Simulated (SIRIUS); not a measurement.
# Sb under changes of volume

One of the cells (27.199 Å³/atom); the others are scaled copies at fixed shape and fractional positions:

```
CELL_PARAMETERS angstrom
0.00000 2.38695 2.38695
2.38695 0.00000 2.38695
2.38695 2.38695 0.00000
ATOMIC_POSITIONS crystal
Sb 0.00000 0.00000 0.00000
```

This isn't the form of Sb at room conditions, which is rhombohedral.

| Property | Result |
| --- | --- |
| Program | SIRIUS 7.10.0 |
| Functional | PBEsol |
| Potentials or basis | PseudoDojo 0.4.1 PBEsol standard (scalar relativistic) |
| Cutoff | 1102 eV |
| Density cutoff | 4408 eV |
| k mesh | 10 × 10 × 10 |
| Occupations | fermi-dirac, width 0.05 eV |
| Spin | no spin polarisation |

| volume (Å³/atom) | energy over the lowest point (meV/atom) | pressure (GPa) |
| --- | --- | --- |
| 25.066 | 10.01 | 3.0 |
| 25.599 | 2.67 | 1.4 |
| 26.133 | 0.00 | 0.1 |
| 27.199 | 6.91 | -2.3 |
| 27.733 | ? | ? |
| 28.266 | 28.78 | -4.4 |

What does the run at 27.733 Å³/atom give?

Energy over the lowest point 16.10 meV/atom; pressure -3.4 GPa.

Worked out: A Birch-Murnaghan fit of order 3 (a polynomial in V^(-2/3)) to the other rows has its minimum at 26.21 Å³/atom with B0 = V·E''(V) = 62 GPa (rough, since the energies scatter). It gives 16.12 meV/atom at 27.733 Å³/atom, against the run's 16.10, and -dE/dV = -3.3 GPa, against -3.4.

Energies are extrapolated to zero smearing.
